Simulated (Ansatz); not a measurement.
# Rb (begun as hP4 type, now dhcp) under strong compression

```
CELL_PARAMETERS angstrom
5.10472 0.00000 0.00000
-2.55236 4.42082 0.00000
0.00000 0.00000 16.22032
ATOMIC_POSITIONS crystal
Rb 0.00000 0.00000 0.00000
Rb 0.00000 0.00000 0.50000
Rb 0.33333 0.66667 0.25000
Rb 0.66667 0.33333 0.75000
```

The cell comes from a relaxation on PAW files under the same functional, begun from a prototype that needn't be the stable phase.

The start type wasn't kept: the relaxed cell is dhcp.

Its volume is scaled, and at each volume shape and atoms are relaxed on PAW files; all methods then take that cell.

Level of theory: DFT with PBE, scalar-relativistic, in Ansatz 0.2.0; a Γ-centred 6×6×4 k mesh, Fermi–Dirac smearing of 0.05 eV, no spin polarisation. LAPW: all electrons, basis error target 1 meV/atom; PAW: frozen-core files, cutoff 420 eV; crystal datasets: all electrons, by PAW datasets that the program makes for each cell; norm-conserving: pseudopotentials, cutoff 630 eV; PAW (cutoff 1000 eV): frozen-core files, cutoff 1000 eV.

Energies are extrapolated to zero smearing and count from the unscaled cell; pressure is positive in compression; gaps take the mesh and a band path. No temperature or zero-point motion is included.

| V/V0 | V (Å³/atom) | P LAPW (GPa) | ΔE LAPW (eV/atom) | P PAW − LAPW (GPa) | ΔE PAW − LAPW (meV/atom) | space group | shortest distance (Å) |
| --- | --- | --- | --- | --- | --- | --- | --- |
| 1.00 | 91.51 | 0.01 | 0.000 | 0.00 | 0.0 | P6_3/mmc | ? |
| 0.95 | 86.94 | 0.16 | 0.002 | 0.00 | 0.0 | P6_3/mmc | 4.928 |
| 0.65 | 59.48 | 2.67 | 0.191 | 0.00 | 0.1 | P6_3/mmc | 4.342 |
| 0.55 | 50.33 | 4.88 | 0.403 | 0.00 | 0.1 | P6_3/mmc | ? |
| 0.40 | 36.60 | 11.10 | 1.055 | 0.00 | 0.2 | P6_3/mmc | 3.694 |

(1) What belongs in the row "1.00", column "shortest distance (Å)"?

(2) Give the missing entry: row "0.55", column "shortest distance (Å)".

(3) Fit the Vinet equation to the LAPW pressures over the whole range, with residuals weighted by 1/(|P| + 0.03·Pmax).

(4) From the table, what is the rise of the enthalpy H = E + pV up to the last row, and how stiff is the crystal between the last two rows?

(5) At the smallest volume, how far do crystal datasets and norm-conserving and PAW (cutoff 1000 eV) lie from LAPW in pressure?

Answers

(1) 5.013.

(2) 4.107.

(3) V0 = 91.53 Å³/atom, B0 = 3.14 GPa and B0′ = 3.29, and the fit misses no point by more than 0.21 GPa. A fit over so wide a range pins B0 less well than one near rest.

(4) ΔH = 1.055 eV + (11.10 GPa × 36.60 Å³ − 0.01 GPa × 91.51 Å³) × 0.006242 eV/(GPa·Å³) = 3.59 eV/atom, of which pV makes 71 %. The mean bulk modulus there is −ΔP/Δln V = 19.5 GPa.

(5) crystal datasets: 0.00 GPa; norm-conserving: 0.00 GPa; PAW (cutoff 1000 eV): 0.00 GPa, on a LAPW pressure of 11.10 GPa.
